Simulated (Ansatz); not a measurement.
Input and command of a calculation in Ansatz (plane waves; scalar-relativistic PAW potentials unless the input names others):

```yaml
crystal:
  lattice:
    - [4.4022858827, 0.1596810101, 0.0196592351]
    - [-0.1596810101, -4.3247894337, 0.034328173]
    - [-0.0196592351, 0.034328173, -4.1639757849]
  atoms:
    - { symbol: Mg, position: [0.0144377172, 0.547465738, 0.5527946518] }
    - { symbol: Mg, position: [0.4716169625, 0.0551730224, 0.4651140951] }
    - { symbol: Mg, position: [0.4270955323, 0.4793632772, -0.0382927567] }
    - { symbol: Mg, position: [0.0270259396, -0.0044660642, -0.0331384856] }
    - { symbol: O, position: [0.5267519016, -0.0301112682, 0.0207549311] }
    - { symbol: O, position: [0.0054724078, 0.4938794344, -0.0429014351] }
    - { symbol: O, position: [-0.0101253945, 0.0259641145, 0.5687012336] }
    - { symbol: O, position: [0.5377249337, 0.4327317459, 0.5069677659] }
basis:
  ecutwfc: 420
kpoints:
  mp_grid: { grid: [5, 5, 5] }
hamiltonian:
  xc: pbe
scf:
  occupations: { method: gaussian, width: 0.05 }
output:
  forces: true
  eigenvalues: true
  stress: true
```

```bash
ansatz run input.yaml --threads 2 --pin off --max-ram 5120MiB --backend cpu --events-out ev --progress --plain --runs-dir out
```

Abridged log:
```
Pseudopotentials: kind: paw
Pseudopotential: Mg, paw, valence charge 10, recommended cutoff 420 eV (normal)
Pseudopotential: O, paw, valence charge 6, recommended cutoff 420 eV (normal)
Functional definition: PBE
Crystal: 8 atoms, lattice volume = 79.165 Å³
Basis set: ecut = 420 eV, 1535 PW (Γ), exchange–correlation on 60×60×60 points (8 copies of the dense FFT grid, shifted against one another)
Bands: 40, of which v1, the nominal top of the filled ones, is band 32 counted from 1 (31 counted from 0)
Symmetry: 1 space group operations
Space group: P1 (ITA 1), of the structure as read, at distance tolerance 4.3e-5 Å
k-points: 63 of 125 (time reversal used)
Initial density: superposition of atomic densities (neutral atoms: chi_scale 0, normalization atom), corrected by the library's trained network
Initial wavefunctions: pseudopotential atomic-orbital guess
Functional: x = pbe(κ = 0.804, μ = 0.21951497), c = pbe(β = 0.06672455)
SCF iter   1: F=—  HF=-9971.436657 eV  |F-HF|=—  |Δ(HF+E_count)|=         —  Δρ=2.03e-3  dr2=3.32e-3  ethr=1.77e-3  ⟨swp⟩=6.3  Hψ=10861  notcnv=0  defer=6
SCF iter   2: F=—  HF=-9971.435214 eV  |F-HF|=—  |Δ(HF+E_count)|=   1.44e-3  Δρ=1.10e-3  dr2=1.17e-3  ethr=5.19e-6  ⟨swp⟩=2.6  Hψ=4357  notcnv=0  defer=37
SCF iter   3: F=—  HF=-9971.434923 eV  |F-HF|=—  |Δ(HF+E_count)|=   2.91e-4  Δρ=2.47e-4  dr2=6.39e-5  ethr=1.83e-6  ⟨swp⟩=2.0  Hψ=3076  notcnv=0  defer=10
automatic band count: iteration 3 solves 39 bands in place of 40: the levels show a gap, and the empty bands left out lie too high to hold charge; the band table lists the bands solved (type scf.n_extra_bands for more)
SCF iter   4: F=—  HF=-9971.434789 eV  |F-HF|=—  |Δ(HF+E_count)|=   1.34e-4  Δρ=7.57e-5  dr2=8.19e-6  ethr=9.99e-8  ⟨swp⟩=2.0  Hψ=4328  notcnv=0  defer=10
SCF iter   5: F=—  HF=-9971.434787 eV  |F-HF|=—  |Δ(HF+E_count)|=   1.97e-6  Δρ=2.16e-5  dr2=4.70e-7  ethr=1.28e-8  ⟨swp⟩=2.0  Hψ=3073  notcnv=0  defer=10
SCF iter   6: F=-9971.434787 eV  HF=-9971.434787 eV  |F-HF|=5.68e-10  |Δ(HF+E_count)|=   4.49e-9  Δρ=4.42e-6  dr2=1.48e-8  ethr=1.56e-10  ⟨swp⟩=7.8  Hψ=10936  notcnv=0
SCF 1 converged in 6 iterations: F = -9971.434787 eV  dr2 = 1.48e-8
SCF converged after 6 iterations
Free energy (F): -9971.434787 eV
Harris-Foulkes:  -9971.434787 eV  (|F-HF|=5.68e-10)
Internal energy: -9971.434787 eV  (E = F + TS)
E sigma→0 (E₀):  -9971.434787 eV
Fermi energy:    9.302140 eV
--- Forces (eV/Å), atoms counted from 1 ---
  atom   1  Mg    -1.95268331     0.82584515     6.04072751
  atom   2  Mg     0.81054571     6.56978486    -0.88126758
  atom   3  Mg     4.11967475    -0.74347177    -1.72755548
  atom   4  Mg    -1.54646604     0.29932148    -6.18732319
  atom   5  O     -1.60507817    -0.05416465     1.20155347
  atom   6  O     -0.13479203    -0.17972029    -5.79478138
  atom   7  O      1.08436934     0.83004090     7.15667784
  atom   8  O     -0.77555689    -7.54763024     0.19203470
--- Stress (GPa, compression-positive) ---
        1.386419     -10.235861      -3.920825
      -10.235861      24.215480       2.513813
       -3.920824       2.513816      42.162073
  P = ⅓ Tr σ = 22.5880 GPa (225.880 kbar)
```

Apart from outputs and empty bands, the input differs from a reference run on usual settings in kpoints.mp_grid.grid: [6, 6, 6] → [5, 5, 5]. The reference, at the same geometry (not necessarily relaxed), gave pressure 22.59 GPa, largest force 7.590 eV/Å, gap on the mesh 3.56 eV. This run converged in 6 SCF iterations (reference: 6) with an energy at zero smearing 0.01 meV/atom above the reference's, pressure 22.59 GPa, largest force 7.590 eV/Å, gap on the mesh 3.56 eV. Its k mesh is looser than usual, yet energy, pressure and forces hardly moved.

It took 6.6 s on 2 threads of Arm Neoverse V2 (shared host), peak memory 0.38 GiB.